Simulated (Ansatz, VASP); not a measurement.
## Li: VASP beside Ansatz

The input INCAR:

```
SYSTEM = Li
AGGAC = 1.0 ; AGGAX = 1.0
ALDAC = 0.0 ; ALDAX = 1.0
ALGO = Normal ; EDIFF = 1E-6
EDIFFG = -0.01 ; ENCUT = 600
GGA = B5 ; IBRION = 2
ISIF = 3 ; ISMEAR = -1
LASPH = .True. ; LCHARG = .False.
LREAL = .False. ; LWAVE = .False.
NELM = 100 ; NSW = 80
PREC = Accurate ; SIGMA = 0.1
```

File KPOINTS:

```
k-points
0
Gamma
  12 12 12
  0 0 0
```

POSCAR

```
Li
1.0
    0.0000000000      2.2107204702      2.2107204702
    2.2107204702      0.0000000000      2.2107204702
    2.2107204702      2.2107204702      0.0000000000
Li
1
Direct
    0.0000000000      0.0000000000      0.0000000000
```

Input for Ansatz:

```yaml
crystal:
  lattice:
    - [0.0, 2.2107204702, 2.2107204702]
    - [2.2107204702, 0.0, 2.2107204702]
    - [2.2107204702, 2.2107204702, 0.0]
  atoms:
    - { symbol: Li, position: [0.0, 0.0, 0.0] }
hamiltonian:
  xc: blyp
  pseudopotentials:
    kind: paw
    azcp:
      Li: "pseudopotentials/Li.paw.azcp"
basis:
  ecutwfc: 420
  fft_grid_basis: typed
kpoints:
  mp_grid: { grid: [12, 12, 12], shift: [0, 0, 0] }
magnetization:
  spin_polarized: false
scf:
  occupations: { method: fermi_dirac, width: 0.1 }
relax:
  max_steps: 60
  f_tol: 0.01
  cell: {}
```

The cell was built by a generator and needn't be a form met in nature.

Alike in both runs: task relaxation of cell and atoms; functional BLYP; k mesh 12 × 12 × 12; occupations fermi-dirac, width 0.1 eV; no spin polarisation.

|  | VASP | Ansatz |
| --- | --- | --- |
| version | VASP 6.6.1 | Ansatz 0.2.0 |
| potentials or method | VASP PAW PBE potentials, release 64 (Li_sv) | plane waves (420 eV) with PAW, scalar-relativistic |
| plane-wave cutoff (eV) | 600 | 420 |
| valence electrons in the cell | 3 | 3 |

```tsv
	VASP	Ansatz	Ansatz less VASP
relaxed volume (Å³/atom)	19.83	20.02	+0.192
relaxed cell length with the largest relative difference (Å)	3.038	3.048	+0.0098
energy change over the relaxation (meV/atom)	-6	-5	+0.8
```

Caveats: the cutoff is under 1.25 times the usual one of these potentials, so pressure, stress and relaxed cells hold a basis-set (Pulay) error (VASP); the PAW data sets were made with another functional, which shifts forces and pressure a little (VASP).
